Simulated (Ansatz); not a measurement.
Al: hydrostatic pressure series

All numbers below come from Ansatz 0.2.0, DFT PBE, scalar-relativistic, plane waves, PAW. (420 eV cutoff, 18×18×18 k-mesh, Gaussian smearing of 0.10 eV, no spin polarisation)

Reference structure (relaxed):

```xyz
1
Lattice="0.0000 2.0208 2.0208 2.0208 0.0000 2.0208 2.0208 2.0208 0.0000" Properties=species:S:1:pos:R:3 pbc="T T T"
Al    0.0000    0.0000    0.0000
```

Cell and atoms are relaxed at each pressure within the symmetry of the start, at zero temperature, so transitions that lower the symmetry aren't seen. The k-mesh given is that at zero pressure and may differ at others. a, b and c are the lengths of the cell vectors above.

Pressures computed: -3, 3, 8, 15, 30, 60 GPa.

At which pressure does the cell have a = 2.539, b = 2.539 and c = 2.539 Å?

About 60 GPa, where V/V0 = 0.701.